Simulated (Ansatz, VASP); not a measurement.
**One calculation of Ta, two programs**

File INCAR:

```
SYSTEM = Ta
ALGO = Normal
EDIFF = 1E-6
ENCUT = 520
GGA = PS
ISIF = 2
ISMEAR = 0
LASPH = .TRUE.
LCHARG = .FALSE.
LREAL = .FALSE.
LWAVE = .FALSE.
NBANDS = 12
NELM = 100
PREC = Accurate
SIGMA = 0.1
```

File KPOINTS:

```
k-points
0
G
  8 8 8
  0 0 0
```

The input POSCAR:

```
Ta
1.0
   -1.6549278069      1.6549278069      1.6549278069
    1.6549278069     -1.6549278069      1.6549278069
    1.6549278069      1.6549278069     -1.6549278069
Ta
1
Direct
    0.0000000000      0.0000000000      0.0000000000
```

Input for Ansatz:

```yaml
crystal:
  lattice:
    - [-1.6549278069, 1.6549278069, 1.6549278069]
    - [1.6549278069, -1.6549278069, 1.6549278069]
    - [1.6549278069, 1.6549278069, -1.6549278069]
  atoms:
    - { symbol: Ta, position: [0.0, 0.0, 0.0] }
basis:
  ecutwfc: 420
kpoints:
  mp_grid: { grid: [8, 8, 8] }
hamiltonian:
  xc: pbesol
scf:
  occupations: { method: gaussian, width: 0.1 }
output:
  forces: true
  stress: true
  eigenvalues: true
```

Alike in both runs: task single point; functional PBEsol; k mesh 8 × 8 × 8; occupations gaussian, width 0.1 eV; no spin polarisation.

```csv
,VASP,Ansatz
version,VASP 6.6.1,Ansatz 0.2.0
potentials or method,"VASP PAW PBE potentials, release 64 (Ta_pv)","scalar-relativistic, plane waves, PAW"
plane-wave cutoff (eV),520,420
valence electrons in the cell,11,13
```

```tsv
	VASP	Ansatz	Ansatz less VASP
gap on the k mesh at the Fermi level (eV)	none	none	-
pressure (GPa)	-7.0	-7.1	-0.15
```

A gap of «none» marks a metal or a gap that the smearing closes. The two sets of potentials don't hold the same shells in valence.

Caveats: the PAW data sets were made with another functional, which shifts forces and pressure a little (VASP). Spin-orbit coupling is left out, which matters for the levels of Ta.
